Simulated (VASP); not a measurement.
# Mg (P6_3/mmc) in VASP: further runs, part 2 of 2

VASP 6.6.1.

## 3. Band structure, SCAN

Input file INCAR:

```
SYSTEM = Mg
ALGO = Normal
EDIFF = 1E-6
ENCUT = 520
ISIF = 2
ISMEAR = -1
LASPH = .True.
LCHARG = .False.
LMIXTAU = .True.
LREAL = .False.
LWAVE = .False.
METAGGA = SCAN
NELM = 60
PREC = Accurate
SIGMA = 0.05
```

Input file KPOINTS:

```
k-points
0
Gamma
  10 10 5
  0 0 0
```

Input file POSCAR:

```
Mg
1.0
    3.2093000000      0.0000000000      0.0000000000
   -1.6046500000      2.7793353284      0.0000000000
    0.0000000000      0.0000000000      5.2103000000
Mg
2
Direct
    0.6666666667      0.3333333333      0.7500000000
    0.3333333333      0.6666666667      0.2500000000
```

Input file KPOINTS_OPT:

```
path GMKGALHA,LM,KH
15
line-mode
reciprocal
 0.0000000000  0.0000000000  0.0000000000  G
 0.5000000000  0.0000000000  0.0000000000  M

 0.5000000000  0.0000000000  0.0000000000  M
 0.3333333333  0.3333333333  0.0000000000  K

 0.3333333333  0.3333333333  0.0000000000  K
 0.0000000000  0.0000000000  0.0000000000  G

 0.0000000000  0.0000000000  0.0000000000  G
 0.0000000000  0.0000000000  0.5000000000  A

 0.0000000000  0.0000000000  0.5000000000  A
 0.5000000000  0.0000000000  0.5000000000  L

 0.5000000000  0.0000000000  0.5000000000  L
 0.3333333333  0.3333333333  0.5000000000  H

 0.3333333333  0.3333333333  0.5000000000  H
 0.0000000000  0.0000000000  0.5000000000  A

 0.5000000000  0.0000000000  0.5000000000  L
 0.5000000000  0.0000000000  0.0000000000  M

 0.3333333333  0.3333333333  0.0000000000  K
 0.3333333333  0.3333333333  0.5000000000  H
```

Potentials or basis: VASP PAW PBE potentials, release 64 (Mg).

Command:

```console
> cat potpaw_PBE.64/Mg/POTCAR > POTCAR
> mpirun -np 1 vasp_std > vasp.out
```

Run time: 4.6 min. Hardware: 1 thread of AMD EPYC, shared host; peak memory 0.14 GiB.

It converged, with:

```
Free energy             : -9.9190 eV
Pressure                : -1.2 GPa
Band gap along the path : none (metal or under the smearing width)
```

Stress tensor (GPa, compression positive):
```
-1.73  0.00  0.00
 0.00 -1.73  0.00
 0.00  0.00 -0.06
```

Levels at the corners of the path, in eV from the Fermi level:
| point | band 1 | band 2 | band 3 | band 4 | band 5 | band 6 |
| --- | --- | --- | --- | --- | --- | --- |
| Γ | -7.16 | -1.73 | -1.32 | 11.30 | 11.30 | 11.51 |
| M | -2.24 | -2.22 | 2.75 | 3.10 | 3.40 | 3.74 |
| M | -2.24 | -2.22 | 2.75 | 3.10 | 3.40 | 3.74 |
| K | -0.66 | -0.66 | -0.63 | 4.27 | 4.27 | 4.46 |
| K | -0.66 | -0.66 | -0.63 | 4.27 | 4.27 | 4.46 |
| Γ | -7.16 | -1.73 | -1.32 | 11.30 | 11.30 | 11.51 |
| Γ | -7.16 | -1.73 | -1.32 | 11.30 | 11.30 | 11.51 |
| A | -5.72 | -5.72 | 5.18 | 5.18 | 12.17 | 12.17 |
| A | -5.72 | -5.72 | 5.18 | 5.18 | 12.17 | 12.17 |
| L | -1.21 | -1.21 | -0.41 | -0.41 | 8.26 | 8.30 |
| L | -1.21 | -1.21 | -0.41 | -0.41 | 8.26 | 8.33 |
| H | 0.10 | 0.10 | 0.70 | 0.70 | 1.67 | 1.67 |
| H | 0.10 | 0.10 | 0.70 | 0.70 | 1.67 | 1.67 |
| A | -5.72 | -5.72 | 5.18 | 5.18 | 12.17 | 12.17 |
| L | -1.21 | -1.21 | -0.41 | -0.41 | 8.25 | 8.25 |
| M | -2.24 | -2.22 | 2.75 | 3.10 | 3.40 | 3.74 |
| K | -0.66 | -0.66 | -0.63 | 4.27 | 4.27 | 4.46 |
| H | 0.10 | 0.10 | 0.70 | 0.70 | 1.67 | 1.67 |

Caveat: the PAW data sets were made with another functional, which shifts forces and pressure a little.

## 4. Band structure, rSCAN

Input file INCAR:

```
PREC = Accurate
ENCUT = 520
EDIFF = 1E-6
ISMEAR = -1
SIGMA = 0.05
LREAL = False
LASPH = True
NELM = 100
ALGO = Normal
ISIF = 2
LWAVE = False
LCHARG = False
METAGGA = RSCAN
LMIXTAU = True
```

Input file KPOINTS:

```
Automatic mesh
0
Gamma
  10 10 5
```

POSCAR is that of step 3.

Changes to KPOINTS_OPT since step 3:

```diff
@@ -1,3 +1,3 @@
 path GMKGALHA,LM,KH
-15
+20
 line-mode
```

Potentials or basis: VASP PAW PBE potentials, release 64 (Mg).

Command:

```console
> cat potpaw_PBE.64/Mg/POTCAR > POTCAR
> mpirun -np 1 vasp_std > vasp.out
```

OUTCAR:

```text
PREC = Accurate
   ENCUT = 520
   EDIFF = 1E-6
   ISMEAR = -1
   LREAL = False
   LASPH = True
   NELM = 100
   ISIF = 2
   METAGGA = RSCAN

 ion  position               nearest neighbor table
   1  0.667  0.333  0.750-   2 3.20   2 3.20   2 3.20   2 3.20   2 3.20   2 3.20
   2  0.333  0.667  0.250-   1 3.20   1 3.20   1 3.20   1 3.20   1 3.20   1 3.20

  LATTYP: Found a hexagonal cell.
 ALAT       =     3.2093000000
 C/A-ratio  =     1.6235004518

  Lattice vectors:

 A1 = (   3.2093000000,   0.0000000000,   0.0000000000)
 A2 = (  -1.6046500000,   2.7793353284,   0.0000000000)
 A3 = (   0.0000000000,   0.0000000000,   5.2103000000)

Analysis of symmetry for initial positions (statically):
=====================================================================
 Subroutine PRICEL returns:
 Original cell was already a primitive cell.

 Routine SETGRP: Setting up the symmetry group for a
 hexagonal supercell.

 Subroutine GETGRP returns: Found 24 space group operations
 (whereof 12 operations were pure point group operations)
 out of a pool of 24 trial point group operations.

The static configuration has the point symmetry D_3d.
 The point group associated with its full space group is D_6h.
[... 159 lines left out ...]
  free energy    TOTEN  =       -11.12511019 eV

  energy without entropy =      -11.11494295  energy(sigma->0) =      -11.12002657

 E-fermi :   2.5906     XC(G=0):  -8.9940

 val. band max:        2.5869473447   @ k =   0.3000   0.3000   0.0000
 cond. band min:       2.6080190606   @ k =   0.3000   0.3000   0.0000
 fundamental gap:      0.0210717159
 Fermi energy:         2.5906382986

 k-point     1 :       0.0000    0.0000    0.0000
  band No.  band energies     occupation
      1      -4.7570      2.00000
      2       0.6989      2.00000
      3       1.3352      2.00000
      4      14.1457      0.00000
      5      14.1457      0.00000
      6      14.2503      0.00000
[... 199 lines left out ...]
 k-point    24 :       0.4000    0.1000    0.2000
  band No.  band energies     occupation
      1      -0.2712      2.00000
      2       1.6233      2.00000
      3       3.2148      0.00001
      4       5.0349      0.00000
      5       7.0697      0.00000
      6       8.2065      0.00000

 [... further k-points ...]
[... 5 lines left out ...]
  --------------------------------------------------------------------------------------
  -------------------------------------------------------------------------------------
  Total       -0.4304172     -0.4304172     -0.1729310      0.0000000      0.0000000      0.0000000
  in kB      -14.8383707    -14.8383707     -5.9616907      0.0000000      0.0000000      0.0000000
  external PRESSURE =     -11.8794773 kB  Pullay stress =       0.0000000 kB

 VOLUME and BASIS-vectors are now :
 -----------------------------------------------------------------------------
  energy-cutoff  :      520.00
  volume of cell :       46.47
      direct lattice vectors                 reciprocal lattice vectors
     3.209300000  0.000000000  0.000000000     0.311594429  0.179899127  0.000000000
    -1.604650000  2.779335328  0.000000000     0.000000000  0.359798255  0.000000000
     0.000000000  0.000000000  5.210300000     0.000000000  0.000000000  0.191927528

 POSITION                                       TOTAL-FORCE (eV/Angst)
 -----------------------------------------------------------------------------------
      1.60465      0.92645      3.90773         0.000000      0.000000      0.000000
     -0.00000      1.85289      1.30258        -0.000000      0.000000      0.000000
 -----------------------------------------------------------------------------------
    total drift:                                0.000000     -0.000000      0.000000

  FREE ENERGIE OF THE ION-ELECTRON SYSTEM (eV)
  ---------------------------------------------------
  free  energy   TOTEN  =       -11.1251101871 eV

  energy  without entropy=      -11.1149429468  energy(sigma->0) =      -11.12002657
```

stdout:

```text
POSCAR found type information on POSCAR Mg
 POSCAR found :  1 types and       2 ions
 scaLAPACK will be used
 -----------------------------------------------------------------------------
|                                                                             |
|                                                                             |
|     You enforced a specific xc type in the INCAR file but a different       |
|     I HOPE YOU KNOW WHAT YOU ARE DOING!                                     |
|                                                                             |
 -----------------------------------------------------------------------------

 LDA part: xc-table for (None), standard interpolation
 POSCAR, INCAR and KPOINTS ok, starting setup
 FFT: planning ... GRIDC
 FFT: planning ... GRID_SOFT
 FFT: planning ... GRID
 WAVECAR not read
 entering main loop
 Start KPOINTS_OPT (optional k-point list driver)
k-point batch [1-42\180]
k-point batch [43-84\180]
k-point batch [85-126\180]
k-point batch [127-168\180]
k-point batch [169-180\180]
```

Run time: 3.5 min. Hardware: 1 thread of AMD EPYC, shared host; peak memory 0.14 GiB.

What came out:

```
Free energy             : -11.1251 eV
Pressure                : -1.2 GPa
Band gap along the path : none (metal or under the smearing width)
```

Stress tensor (GPa, compression positive):
```
-1.48  0.00  0.00
 0.00 -1.48  0.00
 0.00  0.00 -0.60
```

Levels at the corners of the path, in eV from the Fermi level:
| point | band 1 | band 2 | band 3 | band 4 | band 5 | band 6 |
| --- | --- | --- | --- | --- | --- | --- |
| Γ | -7.35 | -1.89 | -1.26 | 11.55 | 11.56 | 11.66 |
| M | -2.35 | -2.25 | 2.75 | 3.11 | 3.48 | 3.92 |
| M | -2.35 | -2.25 | 2.75 | 3.11 | 3.48 | 3.92 |
| K | -0.76 | -0.64 | -0.64 | 4.31 | 4.31 | 4.54 |
| K | -0.76 | -0.64 | -0.64 | 4.31 | 4.31 | 4.54 |
| Γ | -7.35 | -1.89 | -1.26 | 11.56 | 11.56 | 11.66 |
| Γ | -7.35 | -1.89 | -1.26 | 11.56 | 11.56 | 11.66 |
| A | -5.88 | -5.88 | 5.29 | 5.29 | 12.31 | 12.31 |
| A | -5.88 | -5.88 | 5.29 | 5.29 | 12.31 | 12.31 |
| L | -1.26 | -1.26 | -0.43 | -0.43 | 8.43 | 8.46 |
| L | -1.26 | -1.26 | -0.43 | -0.43 | 8.45 | 8.48 |
| H | 0.12 | 0.12 | 0.62 | 0.62 | 1.75 | 1.75 |
| H | 0.12 | 0.12 | 0.62 | 0.62 | 1.75 | 1.75 |
| A | -5.88 | -5.88 | 5.29 | 5.29 | 12.31 | 12.31 |
| L | -1.26 | -1.26 | -0.43 | -0.43 | 8.44 | 8.47 |
| M | -2.35 | -2.25 | 2.75 | 3.11 | 3.48 | 3.92 |
| K | -0.76 | -0.64 | -0.64 | 4.31 | 4.31 | 4.54 |
| H | 0.12 | 0.12 | 0.62 | 0.62 | 1.75 | 1.75 |

Caveat: the PAW data sets were made with another functional, which shifts forces and pressure a little.

## 5. For comparison

An earlier run on the cell as given: functional PBE; potentials or basis VASP PAW PBE potentials, release 64 (Mg); cutoff 520 eV; k mesh 10 × 10 × 5; occupations fermi-dirac, width 0.05 eV; no spin polarisation.

* Pressure: -0.5 GPa
* Band gap on the k mesh: none (metal or under the smearing width)

## 6. The runs side by side

| task | level | pressure (GPa) |
| --- | --- | --- |
| band structure | r2SCAN | -1.3 |
| band structure | SCAN | -1.2 |
| band structure | rSCAN | -1.2 |
| single point | PBE | -0.5 |

Alike in all rows: potentials or basis VASP PAW PBE potentials, release 64 (Mg); no spin polarisation; cell as given; k mesh 10 × 10 × 5; cutoff (eV) 520; smearing fermi-dirac 0.05 eV.

The pressure there spans -1.3 GPa (r2SCAN) to -0.5 GPa (PBE); a positive pressure means that this level wants a larger cell, a negative one a smaller.

Caveats: the PAW data sets were made with another functional, which shifts forces and pressure a little (some runs).

Total energies depend on the potentials used, so only differences within one code and one set of settings carry meaning.
